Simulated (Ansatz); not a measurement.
# Mo: strong compression

The task here is to estimate one member of a computed series from the others.

Program: Ansatz 0.2.0. Level of theory: DFT PBE, with the methods named in each step. These are calculated values, not measurements.

1 further run of the same task is left out (set aside as unsound or not needed).

## The system as given

It takes space group P6/mmm (No. 191, hexagonal). Conventional cell: a = 2.724 Å, b = 2.724 Å, c = 2.560 Å, α = 90.00°, β = 90.00°, γ = 120.00°. Mo (site symmetry 6/mmm) is surrounded by 8 Mo at 2.56 to 2.72 Å.

Structure file:

```
CELL_PARAMETERS angstrom
2.72386 0.00000 0.00000
-1.36193 2.35893 0.00000
0.00000 0.00000 2.56043
ATOMIC_POSITIONS crystal
Mo 0.00000 0.00000 0.00000
```

Whether this phase is the stable one at these pressures isn't tested.

Set-up of the first run:

input.yaml

```yaml
crystal:
  lattice:
    - [2.7238590252, 0.0, 0.0]
    - [-1.3619295126, 2.3589311122, 0.0]
    - [0.0, 0.0, 2.5604274837]
  atoms:
    - { symbol: Mo, position: [0.0, 0.0, 0.0] }
kpoints:
  mp_grid: { grid: [18, 18, 16] }
scf:
  occupations: { method: fermi_dirac, width: 0.08 }
hamiltonian:
  xc: pbe
  pseudopotentials: { kind: paw }
output:
  forces: true
  stress: true
relax:
  f_tol: 0.005
  max_steps: 40
  cell: {}
```

Command:

```console
$ ansatz run input.yaml --threads 1 --pin off --max-ram 2048MiB --backend cpu --events-out ev --progress --plain --runs-dir out
```

Among the steps run: Cell relaxed at zero pressure, PAW; Volume scaled by 1, PAW; Shape and atoms relaxed at 0.95 of the volume, PAW; Volume scaled by 0.95, PAW; Shape and atoms relaxed at 0.85 of the volume, PAW; Volume scaled by 0.85, PAW; Shape and atoms relaxed at 0.75 of the volume, PAW; Volume scaled by 0.75, PAW; Shape and atoms relaxed at 0.65 of the volume, PAW; Volume scaled by 0.65, PAW; Shape and atoms relaxed at 0.55 of the volume, PAW; Volume scaled by 0.55, PAW; Shape and atoms relaxed at 0.45 of the volume, PAW; Volume scaled by 0.45, PAW; Shape and atoms relaxed at 0.4 of the volume, PAW; Volume scaled by 0.4, PAW; Volume scaled by 0.4, PAW (source ansatz).

One of the session's tables, all rows but one given; the rest of the session is left out.

```
             method  volume over the first  volume (Å³/atom)  pressure (GPa)
                PAW                      1            16.798            0.00
                PAW                   0.95            15.958           11.78
                PAW                   0.85            14.278           46.98
                PAW                   0.75            12.599          107.15
                PAW                   0.65                 ?               ?
                PAW                   0.55             9.239          413.35
                PAW                   0.45             7.559          825.05
                PAW                    0.4             6.719         1208.61
PAW (source ansatz)                    0.4             6.719         1213.78
```

Estimate the missing values for PAW, 0.65.

As computed: volume (Å³/atom): 10.919; pressure (GPa): 213.40. In the column «volume (Å³/atom)» it lies between PAW, 0.55 (9.239) and PAW, 0.75 (12.599).

To keep in mind: A fit over so wide a range leans to the high pressures, so B₀ can be off by several per cent.
